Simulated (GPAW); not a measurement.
**H in GPAW: convergence with basis set**

Crystal: H.

```
H
1.0
    -1.69153    1.69153    2.05847
     1.69153   -1.69153    2.05847
     1.69153    1.69153   -2.05847
H
2
Direct
  0.03918 0.06798 0.97078
  0.87298 0.88489 0.00980
```

The cell isn't the ideal one: atoms moved at random, drawn with an rms of 0.15 Å.

| Item | Value |
| --- | --- |
| Program | GPAW 26.7.0 |
| Task | convergence study |
| Functional | PBE |
| Potentials or basis | GPAW PAW data sets (gpaw-data 1.2.1) |
| Basis | lcao:sz(dzp) |
| Grid spacing | 0.16 Å |
| k mesh | 6 × 6 × 7 |
| Occupations | fermi-dirac, width 0.05 eV |
| Spin | no spin polarisation |

These are the settings of the first run; the series varies basis set, with any setting tied to it.

Hardware: 1 thread of Arm Neoverse V1, with other jobs on the host.

**Question.** The values tried are lcao:sz(dzp), lcao:szp(dzp), lcao:dz(dzp), lcao:dzp, fd, pw, loosest first. From which on does the gap on the mesh stay within 0.01 eV of the tightest run that finished?

**Answer.** From fd on.

| basis set | energy less the tightest run, at zero smearing (meV/atom) | largest force (eV/Å) | gap on the mesh (eV) | SCF cycles | CPU time (s) | peak memory (GiB) |
| --- | --- | --- | --- | --- | --- | --- |
| lcao:sz(dzp) | 629.55 | 2.415 | 11.199 | 7 | 6.4 | 0.12 |
| lcao:szp(dzp) | 442.08 | 1.085 | 11.162 | 7 | 27 | 0.12 |
| lcao:dz(dzp) | 141.09 | 0.809 | 9.092 | 8 | 8.5 | 0.12 |
| lcao:dzp | 102.10 | 0.885 | 8.642 | 8 | 34 | 0.12 |
| fd | 13.02 | 1.623 | 8.157 | 10 | 25 | 0.19 |
| pw | 0.00 | 1.591 | 8.154 | 9 | 17 | 0.14 |

Not settled before the last step: the energy (to 1 meV/atom), the largest force (to 0.005 eV/Å). The tightest run that finished is the yardstick and may itself not be fully converged.

Caveat, for the tightest run too: the k mesh is coarse; an odd mesh through Γ misses points on the zone boundary, where band edges often lie.
